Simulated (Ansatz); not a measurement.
Runs of Ansatz 0.2.0 on W. The structure is cubic, space group Im-3m (No. 229). The conventional cell has a = 3.165 Å, b = 3.165 Å, c = 3.165 Å, α = 90.00°, β = 90.00°, γ = 90.00°. Around W (site symmetry m-3m) lie 8 W at 2.74 Å. 

```csv
task,level,spin,cell,k mesh,smearing,points for each segment of the path,mesh quality,gap on the mesh (eV),pressure (GPa),relaxed volume (Å³/atom)
relaxation of cell and atoms,revPBE+D3(BJ),off,relaxed,12 × 12 × 12,fermi-dirac 0.05 eV,-,not flagged,-,0.0,15.62
single point,PBE,off,as given,12 × 12 × 12,gaussian 0.026 eV,-,not flagged,none,6.0,-
band structure,revPBE,off,as given,12 × 12 × 12,fermi-dirac 0.05 eV,14,not flagged,none,8.6,-
relaxation of cell and atoms,RPBE+D3(BJ),off,relaxed,12 × 12 × 12,fermi-dirac 0.05 eV,-,not flagged,none,0.0,14.06
relaxation of cell and atoms,PBEsol+D4,off,relaxed,12 × 12 × 12,fermi-dirac 0.05 eV,-,not flagged,none,0.0,(a)
band structure,PBEsol,off,as given,12 × 12 × 12,fermi-dirac 0.05 eV,14,not flagged,none,(b),-
single point,HSE06,"SOC, no magnetisation",as given,5 × 5 × 5,fermi-dirac 0.05 eV,-,coarse,none,-0.3,-
single point,PBE,off,as given,12 × 12 × 12,gaussian 0.014 eV,-,not flagged,none,6.0,-
```

Alike in all rows: potentials or basis Ansatz PAW; cutoff (eV) 420.

Question: Fill in the values left out.

Answer: (a) 15.50; (b) -3.0.

Caveats: some runs use coarse meshes; the PAW data sets come from PBE, with cores solved anew for the run's functional, which leaves a small shift of forces and pressure (some runs); the plane-wave basis is chosen anew once the cell has moved, so the energies of steps on either side of that aren't comparable (some runs); spin-orbit coupling is left out, which moves the levels of the heavy elements (some runs); pairwise dispersion overbinds metals, which lowers pressure and volume (some runs); the volume moved by -11 % from the deposited cell, more than functionals usually miss (some runs); the thresholds are loose for stress (some runs).

A k mesh can miss the band edges, and rows without SOC leave out spin-orbit coupling on W.

A gap of «none» marks a metal or a gap under the smearing width.
